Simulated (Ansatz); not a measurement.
The system is CdSe.

```xyz
2
Lattice="0.0000 3.0703 3.0703 3.0703 0.0000 3.0703 3.0703 3.0703 0.0000" Properties=species:S:1:pos:R:3 pbc="T T T"
Cd    0.0000    0.0000    0.0000
Se    1.5351    1.5351    1.5351
```

Measurements of this composition are mostly on another form, of space group No. 186.

Base run:

- Program: Ansatz 0.2.0
- Functional: PBEsol
- Potentials or basis: all-electron PAW datasets made for the crystal
- Cutoff: 240 eV
- Density cutoff: 960 eV
- k mesh: 6 × 6 × 6
- Occupations: fermi-dirac, width 0.05 eV
- Spin: no spin polarisation

Its results: band gap on the k mesh 0.42 eV, direct; pressure -1.4 GPa.

The run is repeated on the same cell with these changes: functional from PBEsol to PBE; potentials or basis from all-electron PAW datasets made for the crystal to all-electron LAPW, scalar-relativistic; cutoff from 240 eV to 266 eV; density cutoff from 960 eV to 1065 eV. What comes out?

Band gap on the k mesh 0.55 eV, direct; pressure 1.3 GPa.

Not every run made on this cell is shown here.
